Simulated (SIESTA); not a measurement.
HfB2:

```xyz
3
Lattice="3.1400 0.0000 0.0000 -1.5700 2.7193 0.0000 0.0000 0.0000 3.4800" Properties=species:S:1:pos:R:3 pbc="T T T"
Hf    0.0000    0.0000    0.0000
B     1.5700    0.9064    1.7400
B     0.0000    1.8129    1.7400
```

Base run:

```yaml
Program: SIESTA 5.4.2
Functional: optB88-vdW
Potentials_or_basis: PseudoDojo 0.4 standard (PBE files)
Basis: DZP (energy shift 0.003 Ry; two zetas on semicore shells)
Grid_cutoff: 800 Ry
Energy_shift: 0.003 Ry
k_mesh: 10 × 10 × 8
Occupations: fermi-dirac, width 0.05 eV
Spin: no spin polarisation
```

Its results: band gap on the k mesh none (metal or under the smearing width); pressure 3.2 GPa.

Question: The run is repeated on the same cell with these changes: functional from optB88-vdW to vdW-DF-cx. What comes out?

Answer: Band gap on the k mesh none (metal or under the smearing width); pressure -0.9 GPa.

Caveats: short orbitals over semicore shells can move pressures by several GPa; the potentials were made for another functional, which shifts forces and pressure; the basis of atomic orbitals isn't converged, which shifts pressures, moduli and gaps.
